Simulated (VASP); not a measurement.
A run of VASP 6.6.1 is set up as follows.

INCAR

```
SYSTEM = TiB2
  PREC = Accurate
  ENCUT = 520
  EDIFF = 1E-6
  ISMEAR = 0
  SIGMA = 0.1
  LREAL = .False.
  LASPH = .True.
  NELM = 100
  ALGO = Fast
  ISIF = 2
  LWAVE = .False.
  LCHARG = .True.
  GGA = PE
  LELF = .True.
  LVHAR = .True.
  NBANDS = 16
```

File KPOINTS:

```
regular mesh
0
Gamma
  6 6 6
  0 0 0
```

POSCAR

```
TiB2
1.0
    3.0900812394      0.0000000000      0.0000000000
   -1.5450406198      2.6760888531      0.0000000000
    0.0000000000      0.0000000000      3.3738455930
Ti B
1 2
Direct
    0.0000000000      0.0000000000      0.0000000000
    0.3333333333      0.6666666667      0.5000000000
    0.6666666667      0.3333333333      0.5000000000
```

Potentials or basis: VASP PAW PBE potentials, release 64 (Ti_sv, B).

The run is started by

```sh
$ cat potpaw_PBE.64/Ti_sv/POTCAR potpaw_PBE.64/B/POTCAR > POTCAR
$ mpirun -np 1 vasp_std > vasp.out
```

Estimate the band gap on the k mesh.

none (metal or under the smearing width).

Estimate the pressure.

-16.8 GPa.

Stress tensor (GPa, compression positive):
```
-14.70   0.00   0.00
  0.00 -14.70   0.00
  0.00   0.00 -20.88
```

Caveat: the k mesh is coarse (spacing up to 0.39 Å⁻¹), so the values aren't converged; so large a pressure means that the cell lies far from this level's equilibrium, or that cutoff or potentials fall short.
